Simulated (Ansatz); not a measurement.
What a change of settings does to a run on Tl

The structure is an experimental refinement, used without relaxation. The listed cell was then made from it by scaling, straining or moving an atom.

First run: DFT, PBE, all-electron LAPW, scalar-relativistic (Ansatz 0.2.0).

Command: `ansatz run input.yaml --threads 1 --pin off --max-ram 2048MiB --backend cpu --events-out ev --progress --plain --runs-dir out` The run took about 21 s on 1 thread of a shared machine.

```yaml
crystal:
  lattice:
    - [3.5237802386, 0.0, 0.0]
    - [-1.7618901193, 3.051683204, 0.0]
    - [0.0, 0.0, 5.6333608439]
  atoms:
    - { symbol: Tl, position: [0.3333333333, 0.6666666667, 0.25] }
    - { symbol: Tl, position: [0.6666666667, 0.3333333333, 0.75] }
kpoints:
  mp_grid: { grid: [11, 11, 6] }
scf:
  occupations: { method: fermi_dirac, width: 0.05 }
hamiltonian:
  xc: pbe
  pseudopotentials: { kind: all_electron, lapw: { basis_error: 0.0005 } }
output:
  forces: true
  stress: true
  eigenvalues: true
```

Result: converged; pressure 1.05 GPa; no gap on the k mesh; 6 SCF iterations.

No spin–orbit coupling, which matters for the heavy atoms here.

The input is then changed:

```diff
@@ -12,5 +12,5 @@
   occupations: { method: fermi_dirac, width: 0.05 }
 hamiltonian:
-  xc: pbe
+  xc: rpbe
   pseudopotentials: { kind: all_electron, lapw: { basis_error: 0.0005 } }
 output:
```

(1) Predict the outcome of the changed run.

Answers

(1) It converged; pressure 2.83 GPa; no gap on the k mesh; 7 SCF iterations.
